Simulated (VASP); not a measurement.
## MgB2: relaxation of cell and atoms with LDA

The system is MgB2.

```
CELL_PARAMETERS angstrom
3.02941 0.00000 0.00000
-1.51470 2.62354 0.00000
0.00000 0.00000 3.45811
ATOMIC_POSITIONS crystal
Mg 0.00000 0.00000 0.00000
B 0.33333 0.66667 0.50000
B 0.66667 0.33333 0.50000
```

```yaml
Program: VASP 6.6.1
Task: relaxation of cell and atoms
Functional: LDA
Potentials_or_basis: VASP PAW LDA potentials, release 64 (Mg, B)
Cutoff: 600 eV
k_mesh: 15 × 15 × 10
Occupations: methfessel-paxton, width 0.1 eV
Spin: no spin polarisation
Further_INCAR_settings: ALGO = Normal; EDIFF = 1e-07; IBRION = 2; EDIFFG = -0.005; NSW = 90; ISIF = 3
```

- Pressure after relaxing: 0.0 GPa
- Band gap on the k mesh: none (metal or under the smearing width)

Final structure:
```yaml
crystal:
  lattice:
    - [3.02941, 0.00000, 0.00000]
    - [-1.51470, 2.62354, 0.00000]
    - [0.00000, 0.00000, 3.45811]
  atoms:
    - { symbol: Mg, position: [0.00000, 0.00000, 0.00000] }
    - { symbol: B, position: [0.33333, 0.66667, 0.50000] }
    - { symbol: B, position: [0.66667, 0.33333, 0.50000] }
```

Levels at points of the mesh, in eV from the Fermi level:
```tsv
k point	band 1	band 2	band 3	band 4	band 5	band 6	band 7	band 8
(0.00, 0.00, 0.00)	-12.57	-2.98	0.43	0.43	1.85	6.55	6.55	8.87
(0.00, 0.00, 0.50)	-11.19	-7.62	0.83	0.83	6.86	6.86	8.28	10.36
```

Run time: 19 s on 1 thread of Intel(R) Xeon(R) Platinum 8488C (Sapphire Rapids) (shared host), peak memory 0.17 GiB.

Caveat: the relaxation stopped at its first step, so nothing moved.
